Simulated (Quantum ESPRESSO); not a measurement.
# GaN (F-43m) in Quantum ESPRESSO: settings compared

The runs below take GaN through phonons, with vdW-DF-cx, RPBE.

Program: Quantum ESPRESSO 7.5. These are calculated values, not measurements. Logs are shortened: lines on timing, memory, paths and dates and some standing lists are left out, and cuts for length are marked.

### Step 1. Starting point

It takes space group F-43m (No. 216, cubic). Conventional cell: a = 4.507 Å, b = 4.507 Å, c = 4.507 Å, α = 90.00°, β = 90.00°, γ = 90.00°. Around Ga (site symmetry -43m) lie 4 N at 1.95 Å. N (site symmetry -43m) has 4 Ga at 1.95 Å as nearest neighbours.

The cell is a database's computed one.

### Step 2. Phonons, vdW-DF-cx

pw.in reads:

```
&CONTROL
  calculation = 'scf'
  prefix = 'pwscf'
  outdir = './tmp'
  pseudo_dir = './pseudo'
  tprnfor = .true.
  tstress = .true.
  disk_io = 'low'
/
&SYSTEM
  ibrav = 0
  nat = 2
  ntyp = 2
  ecutwfc = 84
  nbnd = 15
  input_dft = 'vdw-df-cx'
  occupations = 'smearing'
  smearing = 'fd'
  degauss = 0.00367493
/
&ELECTRONS
  conv_thr = 4d-10
  electron_maxstep = 120
  mixing_beta = 0.5
/
ATOMIC_SPECIES
Ga    69.7230 Ga.upf
N     14.0070 N.upf
CELL_PARAMETERS angstrom
   0.0000000000    2.2535006075    2.2535006075
   2.2535006075    0.0000000000    2.2535006075
   2.2535006075    2.2535006075    0.0000000000
ATOMIC_POSITIONS crystal
Ga     0.0000000000    0.0000000000    0.0000000000
N      0.2500000000    0.2500000000    0.2500000000
K_POINTS automatic
8 8 8 1 1 1
```

relax.in reads:

```
&CONTROL
  calculation = 'vc-relax'
  prefix = 'pwscf'
  outdir = './tmp'
  pseudo_dir = './pseudo'
  tprnfor = .true.
  tstress = .true.
  disk_io = 'low'
  nstep = 40
  forc_conv_thr = 0.0001
  etot_conv_thr = 1d-06
/
&SYSTEM
  ibrav = 0
  nat = 2
  ntyp = 2
  ecutwfc = 84
  nbnd = 15
  input_dft = 'vdw-df-cx'
  occupations = 'smearing'
  smearing = 'fd'
  degauss = 0.00367493
/
&ELECTRONS
  conv_thr = 4d-10
  electron_maxstep = 120
  mixing_beta = 0.5
/
&IONS
  ion_dynamics = 'bfgs'
/
&CELL
  cell_dynamics = 'bfgs'
  press = 0
  press_conv_thr = 0.2
/
ATOMIC_SPECIES
Ga    69.7230 Ga.upf
N     14.0070 N.upf
CELL_PARAMETERS angstrom
   0.0000000000    2.2535006075    2.2535006075
   2.2535006075    0.0000000000    2.2535006075
   2.2535006075    2.2535006075    0.0000000000
ATOMIC_POSITIONS crystal
Ga     0.0000000000    0.0000000000    0.0000000000
N      0.2500000000    0.2500000000    0.2500000000
K_POINTS automatic
8 8 8 1 1 1
```

scf2.in reads:

```
&CONTROL
  calculation = 'scf'
  prefix = 'pwscf'
  outdir = './tmp'
  pseudo_dir = './pseudo'
  tprnfor = .true.
  tstress = .true.
  disk_io = 'low'
/
&SYSTEM
  ibrav = 0
  nat = 2
  ntyp = 2
  ecutwfc = 84
  nbnd = 15
  input_dft = 'vdw-df-cx'
  occupations = 'fixed'
/
&ELECTRONS
  conv_thr = 1d-13
  electron_maxstep = 120
  mixing_beta = 0.5
  startingpot = 'file'
  startingwfc = 'file'
/
ATOMIC_SPECIES
Ga    69.7230 Ga.upf
N     14.0070 N.upf
CELL_PARAMETERS angstrom
   0.0000000000    2.2545742284    2.2545742284
   2.2545742284    0.0000000000    2.2545742284
   2.2545742284    2.2545742284    0.0000000000
ATOMIC_POSITIONS crystal
Ga     0.0000000000    0.0000000000    0.0000000000
N      0.2500000000    0.2500000000    0.2500000000
K_POINTS automatic
8 8 8 1 1 1
```

ph.in reads:

```
phonons of GaN
&INPUTPH
  prefix = 'pwscf'
  outdir = './tmp'
  tr2_ph = 1d-16
  fildyn = 'dyn'
  niter_ph = 60
  alpha_mix(1) = 0.7
  epsil = .true.
/
0.0000000000 0.0000000000 0.0000000000
```

dynmat.in reads:

```
&INPUT
  fildyn = 'dyn'
  asr = 'crystal'
  lperm = .true.
  filout = 'dynmat.disp'
  fileig = 'dynmat.eig'
/
```

dynmat_lo.in reads:

```
&INPUT
  fildyn = 'dyn'
  asr = 'crystal'
  filout = 'dynmat_lo.disp'
  fileig = 'dynmat_lo.eig'
  q(1) = 0
  q(2) = 0
  q(3) = 1
/
```

Potentials or basis: PseudoDojo 0.4.1 SR PBE standard.

Started as:

```sh
OMP_NUM_THREADS=1 pw.x -in pw.in > pw.out
OMP_NUM_THREADS=1 pw.x -in relax.in > relax.out
OMP_NUM_THREADS=1 pw.x -in scf2.in > scf2.out
OMP_NUM_THREADS=1 ph.x -in ph.in > ph.out
OMP_NUM_THREADS=1 dynmat.x -in dynmat.in > dynmat.out
OMP_NUM_THREADS=1 dynmat.x -in dynmat_lo.in > dynmat_lo.out
```

pw.out:

```text
This program is part of the open-source Quantum ESPRESSO suite
     for quantum simulation of materials; please cite
         "P. Giannozzi et al., J. Phys.:Condens. Matter 21 395502 (2009);
         "P. Giannozzi et al., J. Phys.:Condens. Matter 29 465901 (2017);
         "P. Giannozzi et al., J. Chem. Phys. 152 154105 (2020);
     in publications or presentations arising from this work. More details at

     IMPORTANT: XC functional enforced from input :
     Exchange-correlation= VDW-DF-CX
                           (   1   4  27   0   1   0   0)
     Any further DFT definition will be discarded
     Please, verify this is what you really want

     Message from routine setup:
     using ibrav=0 with symmetry is DISCOURAGED, use correct ibrav instead

     G-vector sticks info
     --------------------
     sticks:   dense  smooth     PW     G-vecs:    dense   smooth      PW
     Sum         847     847    253                16145    16145    2741

     Using Slab Decomposition

     bravais-lattice index     =            0
     lattice parameter (alat)  =       6.0224  a.u.
     unit-cell volume          =     154.4542 (a.u.)^3
     number of atoms/cell      =            2
     number of atomic types    =            2
     number of electrons       =        18.00
     number of Kohn-Sham states=           15
     kinetic-energy cutoff     =      84.0000  Ry
     charge density cutoff     =     336.0000  Ry
     scf convergence threshold =      4.0E-10
     mixing beta               =       0.5000
     number of iterations used =            8  plain     mixing
     Exchange-correlation= VDW-DF-CX
                           (   1   4  27   0   1   0   0)

     celldm(1)=   6.022427  celldm(2)=   0.000000  celldm(3)=   0.000000
     celldm(4)=   0.000000  celldm(5)=   0.000000  celldm(6)=   0.000000

     crystal axes: (cart. coord. in units of alat)
               a(1) = (   0.000000   0.707107   0.707107 )
               a(2) = (   0.707107   0.000000   0.707107 )
               a(3) = (   0.707107   0.707107   0.000000 )

     reciprocal axes: (cart. coord. in units 2 pi/alat)
               b(1) = ( -0.707107  0.707107  0.707107 )
               b(2) = (  0.707107 -0.707107  0.707107 )
               b(3) = (  0.707107  0.707107 -0.707107 )

     PseudoPot. # 1 for Ga read from file:
     Ga.upf
     Pseudo is Norm-conserving + core correction, Zval = 13.0
     Generated using ONCVPSP code by D. R. Hamann
     Using radial grid of 1902 points,  6 beta functions with:
                l(1) =   0
                l(2) =   0
                l(3) =   1
                l(4) =   1
                l(5) =   2
                l(6) =   2

     PseudoPot. # 2 for N  read from file:
     N.upf
     Pseudo is Norm-conserving + core correction, Zval =  5.0
     Generated using ONCVPSP code by D. R. Hamann
     Using radial grid of 1058 points,  4 beta functions with:
                l(1) =   0
                l(2) =   0
                l(3) =   1
                l(4) =   1

     atomic species   valence    mass     pseudopotential
     Ga               13.00    69.72300     Ga( 1.00)
     N                 5.00    14.00700     N ( 1.00)

     24 Sym. Ops. (no inversion) found

   Cartesian axes

     site n.     atom                  positions (alat units)
         1        Ga     tau(   1) = (   0.0000000   0.0000000   0.0000000  )
         2        N      tau(   2) = (   0.3535534   0.3535534   0.3535534  )

     number of k points=    60  Fermi-Dirac smearing, width (Ry)=  0.0037
                       cart. coord. in units 2pi/alat
        k(    1) = (   0.0441942   0.0441942   0.0441942), wk =   0.0078125
        k(    2) = (   0.1325825   0.1325825  -0.0441942), wk =   0.0234375
        k(    3) = (   0.2209709   0.2209709  -0.1325825), wk =   0.0234375
        k(    4) = (   0.3093592   0.3093592  -0.2209709), wk =   0.0234375
        k(    5) = (  -0.3093592  -0.3093592   0.3977476), wk =   0.0234375
        k(    6) = (  -0.2209709  -0.2209709   0.3093592), wk =   0.0234375
[... 52 lines left out ...]
        k(   59) = (   0.3093592   0.3093592   0.3093592), wk =   0.0078125
        k(   60) = (  -0.3093592  -0.3093592   0.9280777), wk =   0.0234375

     Dense  grid:    16145 G-vectors     FFT dimensions: (  36,  36,  36)

     Initial potential from superposition of free atoms

     starting charge      17.9973, renormalised to      18.0000

     %%%%%%%%%%%%%%%%%%%%%%%%%%%%%%%%%%%%%%%%%%%%%%%%%%%%%%%%%%%%%%%%%%%%%%%%
     %                                                                      %
     % You are using vdW-DF, which was implemented by the Thonhauser group. %
     % Please cite the following two papers that made this development      %
     % possible and the two reviews that describe the various versions:     %
     %                                                                      %
     %   T. Thonhauser et al., PRL 115, 136402 (2015).                      %
     %   T. Thonhauser et al., PRB 76, 125112 (2007).                       %
     %   K. Berland et al., Rep. Prog. Phys. 78, 066501 (2015).             %
     %   D.C. Langreth et al., J. Phys.: Condens. Matter 21, 084203 (2009). %
     %                                                                      %
     % If you are calculating stress with vdW-DF, please also cite:         %
     %                                                                      %
     %   R. Sabatini et al., J. Phys.: Condens. Matter 24, 424209 (2012).   %
     %                                                                      %
     %%%%%%%%%%%%%%%%%%%%%%%%%%%%%%%%%%%%%%%%%%%%%%%%%%%%%%%%%%%%%%%%%%%%%%%%

     %%%%%%%%%%%%%%%%%%%%%%%%%%%%%%%%%%%%%%%%%%%%%%%%%%%%%%%%%%%%%%%%%%%%%%%%
     %                                                                      %
     %  vdW-DF NEWS:                                                        %
     %                                                                      %
     %  * vdW-DF3 is now available. DOI: 10.1021/acs.jctc.0c00471           %
     %    use with input_dft = 'vdW-DF3-opt1' or 'vdW-DF3-opt2'             %
     %                                                                      %
     %  * Unscreened and range-separated hybrid vdW-DF-cx functionals       %
     %    DOI: 10.1063/1.4986522 and 10.1088/1361-648X/ac2ad2               %
     %    use with input_dft = 'vdW-DF-cx0'    and 'vdW-DF-ahcx'            %
     %  * Unscreened and range-separated hybrid vdW-DF2-b86r functionals    %
     %    DOI: 10.1063/1.4986522 and DOI: 10.1103/PhysRevX.12.041003        %
     %    use with input_dft = 'vdW-DF2-br0' and 'vdW-DF2-ahbr'             %
     %                                                                      %
     %%%%%%%%%%%%%%%%%%%%%%%%%%%%%%%%%%%%%%%%%%%%%%%%%%%%%%%%%%%%%%%%%%%%%%%%

     Starting wfcs are   13 randomized atomic wfcs +    2 random wfcs

     Self-consistent Calculation

     iteration #  1     ecut=    84.00 Ry     beta= 0.50
     Davidson diagonalization with overlap
     ethr =  1.00E-02,  avg # of iterations =  4.9

     total energy              =    -173.27149964 Ry
     estimated scf accuracy    <       0.48742171 Ry

     iteration #  2     ecut=    84.00 Ry     beta= 0.50
     Davidson diagonalization with overlap
     ethr =  2.71E-03,  avg # of iterations =  2.0

     total energy              =    -173.41593105 Ry
     estimated scf accuracy    <       0.09920650 Ry

     iteration #  3     ecut=    84.00 Ry     beta= 0.50
     Davidson diagonalization with overlap
     ethr =  5.51E-04,  avg # of iterations =  1.8

     negative rho (up, down):  7.360E-08 0.000E+00

     total energy              =    -173.43295650 Ry
     estimated scf accuracy    <       0.00307286 Ry

     iteration #  4     ecut=    84.00 Ry     beta= 0.50
     Davidson diagonalization with overlap
     ethr =  1.71E-05,  avg # of iterations =  4.4

     total energy              =    -173.43322004 Ry
     estimated scf accuracy    <       0.00026727 Ry
[... 33 lines left out ...]
     total energy              =    -173.43326435 Ry
     estimated scf accuracy    <          4.6E-10 Ry

     iteration # 10     ecut=    84.00 Ry     beta= 0.50
     Davidson diagonalization with overlap
     ethr =  2.54E-12,  avg # of iterations =  2.1

     End of self-consistent calculation

          k = 0.0442 0.0442 0.0442 (  2019 PWs)   bands (ev):

    -5.4052  -3.0011  -3.0011  -2.9923  -2.6926  -2.6926   9.9667  10.4505
    10.4505  12.6123  20.5201  20.8065  20.8065  28.4794  28.4805

          k = 0.1326 0.1326-0.0442 (  2008 PWs)   bands (ev):

    -5.1921  -2.9786  -2.9700  -2.8998  -2.7015  -2.6846   8.4785   9.9687
    10.3571  13.7600  19.7545  21.0489  21.0555  26.6483  27.0143
[... 118 lines left out ...]
    -4.5389  -2.9179  -2.8973  -2.6766  -2.6475  -1.4808   3.8473   8.8173
     9.3712  15.7385  18.5440  20.6946  21.2361  26.7481  28.7690

          k =-0.6629 0.0442 0.0442 (  2018 PWs)   bands (ev):

    -4.3906  -2.9215  -2.7129  -2.7088  -2.6186  -1.0079   4.4110   7.6058
     7.8249  14.0171  17.2297  22.0789  24.2298  24.2367  32.3229

          k =-0.5745 0.1326-0.0442 (  2015 PWs)   bands (ev):

    -4.4205  -2.8937  -2.7748  -2.7319  -2.6296  -1.2456   4.8323   7.4454
     7.9606  14.8762  17.7018  21.4030  23.4215  24.2713  32.7085

          k =-0.4861 0.2210-0.1326 (  2005 PWs)   bands (ev):

    -4.4804  -2.8947  -2.8339  -2.7494  -2.6408  -1.4281   4.6163   7.7039
     8.6689  16.1389  18.0464  20.4650  22.4043  25.0886  30.7706

          k =-0.4861 0.0442 0.0442 (  2014 PWs)   bands (ev):

    -4.5011  -2.8817  -2.7819  -2.7809  -2.6323  -1.8423   5.6050   8.1827
     8.3174  14.7631  17.4627  21.4463  23.3496  23.5832  32.7568

          k =-0.3977 0.1326-0.0442 (  2011 PWs)   bands (ev):

    -4.6201  -2.8816  -2.8561  -2.7938  -2.6478  -2.1692   6.0711   8.4038
     8.9607  15.5393  17.9351  20.7052  22.5315  23.9256  30.8331

          k =-0.3094 0.0442 0.0442 (  2005 PWs)   bands (ev):

    -4.8566  -2.9062  -2.8946  -2.8264  -2.6609  -2.5977   7.3565   9.2716
     9.2752  14.9530  18.2278  21.5859  22.0461  23.1564  30.8073

          k = 0.1326 0.1326 0.1326 (  2012 PWs)   bands (ev):
[... 131 lines left out ...]
    -4.5717  -2.9211  -2.9211  -2.6480  -2.6480  -1.5734   3.6955   9.5483
     9.5483  15.0600  19.1650  20.8491  20.8491  26.0380  29.5824

          k =-0.3094-0.3094 0.9281 (  2002 PWs)   bands (ev):

    -4.5154  -2.9167  -2.8896  -2.6716  -2.6522  -1.3172   3.6603   8.5449
     9.3199  15.9485  18.3465  20.7566  21.2728  26.9951  29.4622

     the Fermi energy is    11.5341 ev

!    total energy              =    -173.43326435 Ry
     estimated scf accuracy    <          6.0E-12 Ry
     smearing contrib. (-TS)   =      -0.00000000 Ry
     internal energy E=F+TS    =    -173.43326435 Ry

     The total energy is F=E-TS. E is the sum of the following terms:
     one-electron contribution =     -52.46220800 Ry
     hartree contribution      =      43.43833812 Ry
     xc contribution           =     -47.73507735 Ry
     ewald contribution        =    -116.67431711 Ry

     convergence has been achieved in  10 iterations

     Forces acting on atoms (cartesian axes, Ry/au):

     atom    1 type  1   force =     0.00000000    0.00000000    0.00000000
     atom    2 type  2   force =    -0.00000000   -0.00000000   -0.00000000

     Total force =     0.000000     Total SCF correction =     0.000000

     Computing stress (Cartesian axis) and pressure

          total   stress  (Ry/bohr**3)                   (kbar)     P=        2.64
   0.00001794   0.00000000   0.00000000            2.64        0.00        0.00
  -0.00000000   0.00001794   0.00000000           -0.00        2.64        0.00
   0.00000000   0.00000000   0.00001794            0.00        0.00        2.64

=------------------------------------------------------------------------------=
   JOB DONE.
=------------------------------------------------------------------------------=
```

Run time: 14 min. Hardware: 1 thread of Intel Xeon Platinum 8488C (Sapphire Rapids), shared host; peak memory 0.13 GiB.

What came out:

- Free energy: -2359.6798 eV
- Relaxed volume: 11.46 Å³/atom
- Relaxed cell: a = 3.188 Å, b = 3.188 Å, c = 3.188 Å, α = 60.00°, β = 60.00°, γ = 60.00°
- Space group after relaxing (to 0.05 Å): F-43m (No. 216)
- Pressure after relaxing: 0.0 GPa
- Electronic dielectric tensor (diagonal): 6.05
- Born charges (mean of the diagonal): Ga +2.68; N -2.68 e
- Highest phonon frequency at Γ, LO-TO splitting left out: 536 cm⁻¹
- Static dielectric tensor (diagonal): 10.66

Final structure:
```xyz
2
Lattice="0.0000 2.2546 2.2546 2.2546 0.0000 2.2546 2.2546 2.2546 0.0000" Properties=species:S:1:pos:R:3 pbc="T T T"
Ga    0.0000    0.0000    0.0000
N     1.1273    1.1273    1.1273
```

Phonon frequencies in cm⁻¹ (negative: imaginary):
```csv
q point,frequencies
"(0.000, 0.000, 0.000)",35 35 35 536 536 536
```

Electronic dielectric tensor:
```
6.05 0.00 0.00
0.00 6.05 0.00
0.00 0.00 6.05
```

Born effective charge tensors (e):
atom 1, Ga
```
2.68 0.00 0.00
0.00 2.68 0.00
0.00 0.00 2.68
```
atom 2, N
```
-2.68  0.00  0.00
 0.00 -2.68  0.00
 0.00  0.00 -2.68
```

Optical modes at Γ, degenerate ones joined, polar ones without the macroscopic field:
| cm⁻¹ | components | symmetry | active in | IR intensity, summed ((D/Å)²/amu) |
| --- | --- | --- | --- | --- |
| 536 | 3 | T2 | IR and Raman | 42.71 |

Zone-centre frequencies without and with the macroscopic field along z (cm⁻¹):
```tsv
	optical modes in rising order
without	536 536 536
with the field	536 536 711
```

Static dielectric tensor, electrons and zone-centre modes:
```
10.66  0.00  0.00
 0.00 10.66  0.00
 0.00  0.00 10.66
```

Caveat: the potentials were made for another functional, which shifts forces and pressure; before the sum rule the acoustic modes lie tens of cm⁻¹ from zero, a sign that the density grid also shifts the optical modes.

(Continued in part 2 of 2.)
